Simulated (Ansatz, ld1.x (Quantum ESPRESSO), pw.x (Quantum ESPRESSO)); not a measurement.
**What a changed setting does to a pw.x run (sc N)**

Potential: norm-conserving Troullier–Martins (Kleinman–Bylander form), ld1.x (Quantum ESPRESSO) 7.5, PBE; core [He], reference 2s2 2p3; waves: 2p (bound): rc 1.50 bohr; 3d channel at 5.51 Ry: rc 1.30 bohr; 2s (bound): rc 1.00 bohr; local part: the s channel; core correction: a·sin(br)/r model core inside 0.60 bohr.

The reference run (k-mesh 17³, cutoffs 170/680 Ry, Fermi–Dirac 0.01 Ry, mixing_beta 0.4, conv_thr 1e-9, no spin) gives -4.14 GPa at 6.670 Å³/atom, where all-electron LAPW gives -4.61 GPa. This run, with its own iteration cap, changes tot_charge to 3, a wrong or extreme entry chosen on purpose.

```
&control
  calculation='scf', prefix='x', pseudo_dir='./', outdir='./tmp', tstress=.true., disk_io='none'
/
&system
  ibrav=0, nat=1, ntyp=1, ecutwfc=170, ecutrho=680, nbnd=9,
  occupations='smearing', smearing='fd', degauss=0.01, tot_charge=3
/
&electrons
  conv_thr=1e-09, mixing_beta=0.4, electron_maxstep=70
/
ATOMIC_SPECIES
N 1.0 N.UPF
CELL_PARAMETERS angstrom
  1.88238568 0.00000000 0.00000000
  0.00000000 1.88238568 0.00000000
  0.00000000 0.00000000 1.88238568
ATOMIC_POSITIONS crystal
N 0.0000 0.0000 0.0000
K_POINTS automatic
17 17 17 0 0 0
```

```bash
pw.x < N.scf.in > N.scf.out
```

Question: How does the run end?

Answer: It converges in 7 iterations; the free energy moves by -16.16 eV/atom and the pressure by -1127.80 GPa. The cell is charged against a uniform background, so energy and pressure depend on the zero of the potential and are not those of the crystal.

```
Message from routine setup:
     using ibrav=0 with symmetry is DISCOURAGED, use correct ibrav instead
     lattice parameter (alat)  =       3.5572  a.u.
     unit-cell volume          =      45.0114 (a.u.)^3
     number of electrons       =         2.00
     number of Kohn-Sham states=            9
     kinetic-energy cutoff     =     170.0000  Ry
     charge density cutoff     =     680.0000  Ry
     scf convergence threshold =      1.0E-09
     Exchange-correlation= PBE
     number of k points=   165  Fermi-Dirac smearing, width (Ry)=  0.0100
     iteration #  1     ecut=   170.00 Ry     beta= 0.40
     total energy              =     -21.10813956 Ry
     estimated scf accuracy    <       0.02014300 Ry
     iteration #  2     ecut=   170.00 Ry     beta= 0.40
     total energy              =     -21.10890207 Ry
     estimated scf accuracy    <       0.00681745 Ry
     iteration #  3     ecut=   170.00 Ry     beta= 0.40
     total energy              =     -21.10912527 Ry
     estimated scf accuracy    <       0.00001076 Ry
     iteration #  4     ecut=   170.00 Ry     beta= 0.40
     total energy              =     -21.10912969 Ry
     estimated scf accuracy    <       0.00000031 Ry
     iteration #  5     ecut=   170.00 Ry     beta= 0.40
     total energy              =     -21.10912971 Ry
     estimated scf accuracy    <          9.8E-09 Ry
     iteration #  6     ecut=   170.00 Ry     beta= 0.40
     total energy              =     -21.10912975 Ry
     estimated scf accuracy    <          8.6E-09 Ry
     iteration #  7     ecut=   170.00 Ry     beta= 0.40
     the Fermi energy is     0.2437 ev
!    total energy              =     -21.10912976 Ry
     estimated scf accuracy    <          6.1E-13 Ry
     smearing contrib. (-TS)   =      -0.00035537 Ry
     The total energy is F=E-TS. E is the sum of the following terms:
     one-electron contribution =       0.31560506 Ry
     hartree contribution      =       0.44285523 Ry
     xc contribution           =      -1.92667225 Ry
     ewald contribution        =     -19.94056243 Ry
     convergence has been achieved in   7 iterations
          total   stress  (Ry/bohr**3)                   (kbar)     P=   -11319.48
     Message from routine punch:
     Nothing written, as per user request (disk_io='none')
```

The run took about 16 s on one core of a shared host (Neoverse-V2, 96 threads, 742 GiB, load 48).
